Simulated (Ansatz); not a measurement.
# Property card for Ga

Level of theory: Ansatz, DFT PBE+D3(BJ), scalar-relativistic, plane waves, PAW.

Settings: cutoff 420 eV, Γ-centred mesh 20×20×20 on the computed 1-atom cell, Gaussian smearing of 0.10 eV; no spin polarisation.

The structure is relaxed at this level of theory with its symmetry kept. This form isn't the element's structure at ambient conditions.

```cif
data_structure
_symmetry_space_group_name_H-M 'I4/mmm'
_symmetry_Int_Tables_number 139
_cell_length_a 2.8137
_cell_length_b 2.8137
_cell_length_c 4.5345
_cell_angle_alpha 90.000
_cell_angle_beta 90.000
_cell_angle_gamma 90.000
_cell_volume 35.90
loop_
_atom_site_label
_atom_site_type_symbol
_atom_site_symmetry_multiplicity
_atom_site_Wyckoff_symbol
_atom_site_fract_x
_atom_site_fract_y
_atom_site_fract_z
_atom_site_occupancy
Ga1 Ga 2 a 0.00000 0.00000 0.00000 1
```

- Space group: I4/mmm (No. 139)
- Volume per atom: 17.95 Å³
- Kohn–Sham band gap: none (metal)
- Density of states at the Fermi level: 0.36 states/eV per cell
- Löwdin character within 0.5 eV of the Fermi level: Ga 4p 68 %, Ga 4s 30 %
- Bader charges (e): Ga (1 in the cell) 0.00